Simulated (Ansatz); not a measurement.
## Structure types of Ti compared at 230 GPa

Structure types of Ti are relaxed in primitive cells with their symmetry kept at 230 GPa, first on PAW files, then by LAPW. The enthalpy is E + pV at zero temperature, without zero-point motion. Only the types listed were tried, and differences under about 5 meV/atom are mesh noise. The real phase may be another.

Level of theory: DFT with PBE, scalar-relativistic, in Ansatz 0.2.0; Fermi–Dirac smearing of 0.08 eV, no spin polarisation. LAPW: all electrons, basis error target 0.5 meV/atom; PAW: frozen-core files, cutoff 420 eV.

k meshes: fcc 20×20×20, bcc 21×21×21, hcp 19×19×10, simple hexagonal 20×20×18, diamond 15×15×15, sc 18×18×18.

Task: Which type is lowest in enthalpy, and by how much?

Result: bcc, 249 meV/atom below hcp. The whole table:

| start type | ends as | a, b, c (Å) | V (Å³/atom) | H − H(lowest), LAPW (meV/atom) | same, PAW |
| --- | --- | --- | --- | --- | --- |
| fcc | fcc, Fm-3m | 3.245, 3.245, 3.245 | 8.54 | 284.7 | 286.5 |
| bcc | bcc, Im-3m | 2.549, 2.549, 2.549 | 8.28 | 0.0 | 0.0 |
| hcp | hcp, P6_3/mmc | 2.165, 2.165, 4.188 | 8.50 | 249.3 | 251.1 |
| simple hexagonal | simple hexagonal, P6/mmm | 2.167, 2.167, 2.120 | 8.62 | 585.5 | 588.2 |
| diamond | diamond, Fd-3m | 4.171, 4.171, 4.171 | 9.07 | 3198.8 | 3184.8 |
| sc | sc, Pm-3m | 2.050, 2.050, 2.050 | 8.62 | 1047.1 | 1049.7 |

Task: Split the lead of bcc over hcp into energy and pV.

Result: For hcp less bcc: ΔE = -62.2 meV/atom, and p·ΔV = 230 GPa × +0.2170 Å³ × 6.242 meV/(GPa·Å³) = +311.5 meV/atom, together 249.3 meV/atom. bcc wins by its smaller volume, against the internal energy.
